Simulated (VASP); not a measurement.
# KI (Pm-3m) in VASP: further runs

Runs on KI. Level: r2SCAN. Tasks: single point.

Everything below comes from runs of VASP 6.6.1. Logs are shortened: lines on timing, memory, paths and dates and some standing lists are left out, and cuts for length are marked.

**1. The structure**

Symmetry: Pm-3m, No. 221, cubic system. The conventional cell has a = 4.291 Å, b = 4.291 Å, c = 4.291 Å, α = 90.00°, β = 90.00°, γ = 90.00°. I (site symmetry m-3m) has 8 K at 3.72 Å as nearest neighbours. Around K (site symmetry m-3m) lie 8 I at 3.72 Å.

Measurements of this composition are mostly on another form, of space group No. 225.

**2. Single point, r2SCAN**

The input, INCAR:

```
SYSTEM = KI
ADDGRID = .False.
ALGO = Normal
EDIFF = 1E-4
ENCUT = 450
ISIF = 2
ISMEAR = 0
LASPH = .True.
LCHARG = .False.
LMIXTAU = .True.
LREAL = .False.
LWAVE = .False.
METAGGA = R2SCAN
NBANDS = 15
NELM = 100
PREC = Accurate
SIGMA = 0.05
```

The input, KPOINTS:

```
k-points
0
Gamma
  5 5 5
  0 0 0
```

The input, POSCAR:

```
KI
1.0
    4.2911966600      0.0000000000      0.0000000000
    0.0000000000      4.2911966600      0.0000000000
    0.0000000000      0.0000000000      4.2911966600
I K
1 1
Direct
    0.5065330000      0.4906340000      0.4946390000
   -0.0062690000      0.0032140000     -0.0010130000
```

Potentials or basis: VASP PAW PBE potentials, release 64 (I, K_sv).

On the command line:

```sh
$ cat potpaw_PBE.64/I/POTCAR potpaw_PBE.64/K_sv/POTCAR > POTCAR
$ mpirun -np 1 vasp_std > vasp.out
```

OUTCAR:

```text
SYSTEM = KI
   EDIFF = 1E-4
   ENCUT = 450
   ISIF = 2
   ISMEAR = 0
   LASPH = .True.
   LREAL = .False.
   METAGGA = R2SCAN
   NELM = 100
   PREC = Accurate

 Found     63 irreducible k-points:

 Following reciprocal coordinates:
            Coordinates               Weight
  0.000000  0.000000  0.000000      1.000000
  0.200000  0.000000  0.000000      2.000000
  0.000000  0.200000  0.000000      2.000000
  0.000000  0.000000  0.200000      2.000000
  0.400000  0.000000  0.000000      2.000000
  0.000000  0.400000  0.000000      2.000000
   k-points           NKPTS =     63   k-points in BZ     NKDIM =     63   number of bands    NBANDS=     15
   number of dos      NEDOS =    301   number of ions     NIONS =      2
   total plane-waves  NPLWV =  27000
   dimension x,y,z NGX =    30 NGY =   30 NGZ =   30
   dimension x,y,z NGXF=    60 NGYF=   60 NGZF=   60
   ions per type =               1   1
   NGX,Y,Z   is equivalent  to a cutoff of  11.62, 11.62, 11.62 a.u.
   NGXF,Y,Z  is equivalent  to a cutoff of  23.24, 23.24, 23.24 a.u.
 SYSTEM =  KI
   PREC   = accura    normal or accurate (medium, high low for compatibility)
   ISTART =      0    job   : 0-new  1-cont  2-samecut
   ICHARG =      2    charge: 1-file 2-atom 10-const
   ISPIN  =      1    spin polarized calculation?
   LNONCOLLINEAR =      F non collinear calculations
   LSORBIT =      F    spin-orbit coupling
   LASPH  =      T    aspherical Exc in radial PAW
   ENCUT  =  450.0 eV  33.07 Ry    5.75 a.u.   7.42  7.42  7.42*2*pi/ulx,y,z
   NELM   =    100;   NELMIN=  2; NELMDL= -5     # of ELM steps
   EDIFF  = 0.1E-03   stopping-criterion for ELM
   LREAL  =      F    real-space projection
   EDIFFG = 0.1E-02   stopping-criterion for IOM
   NSW    =      0    number of steps for IOM
   IBRION =     -1    ionic relax: 0-MD 1-quasi-New 2-CG
   NFREE  =      0    steps in history (QN), initial steepest desc. (CG)
   ISIF   =      2    stress and relaxation
   ISYM   =      2    0-nonsym 1-usesym 2-fastsym
   POTIM  = 0.5000    time-step for ionic-motion
   TEBEG  =    0.0;   TEEND  =   0.0 temperature during run
   PSTRESS=    0.0 pullay stress
   NELECT =      16.0000    total number of electrons
   NUPDOWN=      -1.0000    fix difference up-down
   EMIN   =  10.00;   EMAX   =-10.00  energy-range for DOS
   EFERMI =   0.00;   METHOD = LEGACY
   ISMEAR =     0;   SIGMA  =   0.05  broadening in eV -4-tet -1-fermi 0-gaus
   EFERMI_NEDOS =   21; number of points for ismear=-14 and -15
   IALGO  =     38    algorithm
   IMIX   =      4    mixing-type and parameters
     AMIX     =   0.40;   BMIX     =  1.00
     AMIX_MAG =   1.60;   BMIX_MAG =  1.00
  volume/ion in A,a.u.               =      39.51       266.63
  Fermi-wavevector in a.u.,A,eV,Ry     =   0.961324  1.816639 12.573738  0.924144
  Thomas-Fermi vector in A             =   2.090686
   LORBIT       =      0    0 simple, 1 ext, 2 COOP (PROOUT), +10 PAW based schemes
   METAGGA = R2SCAN    functional components
   LHFCALC =     F    Hartree Fock is set to
   AEXX    =    0.0000 exact exchange contribution
   IVDW    =     0    specifies the selected vdW correction
   LEPSILON=     F    determine dielectric tensor
   LRPA    =     F    only Hartree local field effects (RPA)
 non-spin polarized calculation
 Gauss-broadening in eV      SIGMA  =   0.05
  energy-cutoff  :      450.00
  volume of cell :       79.02
 maximum number of plane-waves:      1743
 NGX is ok and might be reduce to    30
   NGX = 15   NGY = 15   NGZ = 15

 number of electron      15.9999999 magnetization

 Free energy of the ion-electron system (eV)
  ---------------------------------------------------
  ext. energy  EPLUGINS =         0.00000000
  ---------------------------------------------------
  free energy    TOTEN  =       -33.85965805 eV

  energy without entropy =      -33.85965805  energy(sigma->0) =      -33.85965805

 E-fermi :   0.8255     XC(G=0):  -8.0458

 val. band max:        0.5200281843   @ k =   0.0000  -0.4000   0.4000
 cond. band min:       4.6243688146   @ k =   0.0000   0.0000   0.0000
 fundamental gap:      4.1043406303
 Fermi energy:         0.8254794731

 k-point     1 :       0.0000    0.0000    0.0000
  band No.  band energies     occupation
      1     -30.0131      2.00000
      2     -12.6951      2.00000
      3     -12.6944      2.00000
      4     -12.6943      2.00000
      5     -10.9126      2.00000
      6       0.2072      2.00000
      7       0.2078      2.00000
      8       0.2085      2.00000
      9       4.6244      0.00000
     10       5.8380      0.00000
     11       5.8432      0.00000
     12       9.6787      0.00000
     13       9.6850      0.00000
     14       9.6862      0.00000
     15      11.7288      0.00000

 k-point     2 :       0.2000    0.0000    0.0000
  band No.  band energies     occupation
      1     -30.0116      2.00000
      2     -12.7539      2.00000
      3     -12.6907      2.00000
      4     -12.6904      2.00000
      5     -10.8029      2.00000
      6      -0.6221      2.00000
      7       0.2360      2.00000
      8       0.2365      2.00000
      9       5.3571      0.00000
     10       6.1322      0.00000
     11       6.8102      0.00000
     12       9.5574      0.00000
     13       9.5635      0.00000
     14       9.8539      0.00000
     15      10.4541      0.00000
[... 41 lines left out ...]
      3     -12.6843      2.00000
      4     -12.6840      2.00000
      5     -10.6257      2.00000
      6      -1.5877      2.00000
      7       0.2817      2.00000
      8       0.2832      2.00000
      9       6.4613      0.00000
     10       6.9533      0.00000
     11       8.2335      0.00000
     12       8.6769      0.00000
     13       9.6528      0.00000
     14       9.6660      0.00000
     15      10.2001      0.00000

 k-point     6 :       0.0000    0.4000    0.0000
  band No.  band energies     occupation
      1     -30.0091      2.00000
      2     -12.8411      2.00000
      3     -12.6843      2.00000
      4     -12.6840      2.00000
      5     -10.6257      2.00000
      6      -1.5877      2.00000
      7       0.2817      2.00000
      8       0.2833      2.00000
      9       6.4612      0.00000
     10       6.9534      0.00000
     11       8.2332      0.00000
     12       8.6764      0.00000
     13       9.6529      0.00000
     14       9.6666      0.00000
     15      10.2001      0.00000

 [... further k-points ...]

------------------------ aborting loop because EDIFF is reached ----------------------------------------

  FORCE on cell =-STRESS in cart. coord.  units (eV):
  Direction    XX          YY          ZZ          XY          YZ          ZX
  --------------------------------------------------------------------------------------
  -------------------------------------------------------------------------------------
  Total        0.0551142      0.0554160      0.0571409     -0.0118857      0.0040702     -0.0042450
  in kB        1.1174783      1.1235969      1.1585710     -0.2409907      0.0825260     -0.0860700
  external PRESSURE =       1.1332154 kB  Pullay stress =       0.0000000 kB

 VOLUME and BASIS-vectors are now :
 -----------------------------------------------------------------------------
  energy-cutoff  :      450.00
  volume of cell :       79.02
      direct lattice vectors                 reciprocal lattice vectors
     4.291196660  0.000000000  0.000000000     0.233035230  0.000000000  0.000000000
     0.000000000  4.291196660  0.000000000     0.000000000  0.233035230  0.000000000
     0.000000000  0.000000000  4.291196660     0.000000000  0.000000000  0.233035230

 POSITION                                       TOTAL-FORCE (eV/Angst)
 -----------------------------------------------------------------------------------
      2.17363      2.10541      2.12259        -0.035403      0.034673      0.012306
      4.26430      0.01379      4.28685         0.035403     -0.034673     -0.012306
 -----------------------------------------------------------------------------------
    total drift:                               -0.000002     -0.000909     -0.000340

  FREE ENERGIE OF THE ION-ELECTRON SYSTEM (eV)
  ---------------------------------------------------
  free  energy   TOTEN  =       -33.8596580527 eV

  energy  without entropy=      -33.8596580527  energy(sigma->0) =      -33.85965805
```

OSZICAR:

```text
N       E                     dE             d eps       ncg     rms          rms(c)
DAV:   1     0.507368022603E+02    0.50737E+02   -0.62152E+03  1890   0.839E+02
DAV:   2    -0.322228388162E+02   -0.82960E+02   -0.77738E+02  2465   0.210E+02
DAV:   3    -0.369601663643E+02   -0.47373E+01   -0.47121E+01  2779   0.431E+01
DAV:   4    -0.372005058653E+02   -0.24034E+00   -0.24028E+00  2698   0.871E+00
DAV:   5    -0.372029900632E+02   -0.24842E-02   -0.24841E-02  2761   0.103E+00    0.313E+00
DAV:   6    -0.344426128747E+02    0.27604E+01   -0.11482E+00  2940   0.911E+00    0.239E+00
DAV:   7    -0.337383486932E+02    0.70426E+00   -0.26167E-01  3716   0.405E+00    0.107E+00
DAV:   8    -0.342412599904E+02   -0.50291E+00   -0.22139E-01  2373   0.371E+00    0.438E-01
DAV:   9    -0.337762414523E+02    0.46502E+00   -0.23160E-01  1953   0.407E+00    0.338E-01
DAV:  10    -0.338211285421E+02   -0.44887E-01   -0.87148E-02  1904   0.262E+00    0.240E-01
DAV:  11    -0.338579895805E+02   -0.36861E-01   -0.16860E-02  1939   0.125E+00    0.168E-01
DAV:  12    -0.338596435581E+02   -0.16540E-02   -0.16584E-03  2436   0.381E-01    0.524E-02
DAV:  13    -0.338596580527E+02   -0.14495E-04   -0.48625E-04  2390   0.200E-01
   1 F= -.33859658E+02 E0= -.33859658E+02  d E =-.155363E-18
```

stdout:

```text
POSCAR found type information on POSCAR I K
 POSCAR found :  2 types and       2 ions
 scaLAPACK will be used
 -----------------------------------------------------------------------------
|                                                                             |
|                                                                             |
|     You enforced a specific xc type in the INCAR file but a different       |
|     I HOPE YOU KNOW WHAT YOU ARE DOING!                                     |
|                                                                             |
 -----------------------------------------------------------------------------

 LDA part: xc-table for (None), standard interpolation
 POSCAR, INCAR and KPOINTS ok, starting setup
 FFT: planning ... GRIDC
 FFT: planning ... GRID_SOFT
 FFT: planning ... GRID
 WAVECAR not read
 entering main loop
```

Wall time 2.6 min (1 thread of Intel Xeon Platinum 8259CL at 2.50GHz (Skylake/Cascade Lake), shared host); peak memory 0.21 GiB.

These settings aren't checked as converged: the numbers below hold their error.

What came out:

```
Free energy            : -33.8597 eV
Pressure               : 0.1 GPa
Largest force          : 0.051 eV/Å
Band gap on the k mesh : 4.10 eV, indirect (least direct gap 4.42 eV)
```

Caveat: the PAW data sets were made with another functional, which shifts forces and pressure a little; spin-orbit coupling is left out, which moves the levels of the heavy elements; an odd mesh through Γ misses points on the zone boundary, where band edges often lie.

**3. Single point, r2SCAN**

INCAR: that of step 2 with these lines changed.

```diff
@@ -3,3 +3,3 @@
 ALGO = Normal
-EDIFF = 1E-4
+EDIFF = 1E-5
 ENCUT = 450
```

KPOINTS is that of step 2.

The input, POSCAR:

```
KI
1.0
    4.2911966600      0.0000000000      0.0000000000
    0.0000000000      4.2911966600      0.0000000000
    0.0000000000      0.0000000000      4.2911966600
I K
1 1
Direct
    0.5000000000      0.5000000000      0.5000000000
    0.0000000000      0.0000000000      0.0000000000
```

Potentials or basis: VASP PAW PBE potentials, release 64 (I, K_sv).

On the command line:

```sh
$ cat potpaw_PBE.64/I/POTCAR potpaw_PBE.64/K_sv/POTCAR > POTCAR
$ mpirun -np 1 vasp_std > vasp.out
```

Run time: 39 s. Hardware: 1 thread of Intel Xeon Platinum 8259CL at 2.50GHz (Skylake/Cascade Lake), shared host; peak memory 0.17 GiB.

The run converged, but some of its settings lie outside the range that counts as converged, so its numbers aren't taken as properties of the crystal.

What came out:

- Free energy: -33.8618 eV
- Pressure: 0.1 GPa
- Band gap on the k mesh: 4.10 eV, indirect (least direct gap 4.41 eV)

Caveat: the PAW data sets were made with another functional, which shifts forces and pressure a little; spin-orbit coupling is left out, which moves the levels of the heavy elements; an odd mesh through Γ misses points on the zone boundary, where band edges often lie.

**4. Single point, r2SCAN**

INCAR is that of step 3.

KPOINTS is that of step 3.

The input, POSCAR:

```
KI
1.0
    4.2911966600      0.0000000000      0.0000000000
    0.0000000000      4.2911966600      0.0000000000
    0.0000000000      0.0000000000      4.2911966600
I K
1 1
Direct
    0.5065330000      0.4906340000      0.4946390000
   -0.0062690000      0.0032140000     -0.0010130000
```

On the command line:

```sh
$ cat potpaw_PBE.64/I/POTCAR potpaw_PBE.64/K_sv/POTCAR > POTCAR
$ mpirun -np 1 vasp_std > vasp.out
```

Run time: 2.9 min. Hardware: 1 thread of Intel Xeon Platinum 8259CL at 2.50GHz (Skylake/Cascade Lake), shared host; peak memory 0.21 GiB.

The run converged, but some of its settings lie outside the range that counts as converged, so its numbers aren't taken as properties of the crystal.

What came out:

| Item | Value |
| --- | --- |
| Free energy | -33.8598 eV |
| Pressure | 0.1 GPa |
| Largest force | 0.051 eV/Å |
| Band gap on the k mesh | 4.10 eV, indirect (least direct gap 4.41 eV) |

Caveat: the PAW data sets were made with another functional, which shifts forces and pressure a little; spin-orbit coupling is left out, which moves the levels of the heavy elements; an odd mesh through Γ misses points on the zone boundary, where band edges often lie.

**5. The reference run**

An earlier run on the cell as given: functional PBE; potentials or basis VASP PAW PBE potentials, release 64 (I, K_sv); cutoff 520 eV; k mesh 6 × 6 × 6; occupations fermi-dirac, width 0.05 eV; no spin polarisation.

- Pressure: 0.5 GPa
- Band gap on the k mesh: 3.33 eV, indirect (least direct gap 3.69 eV)
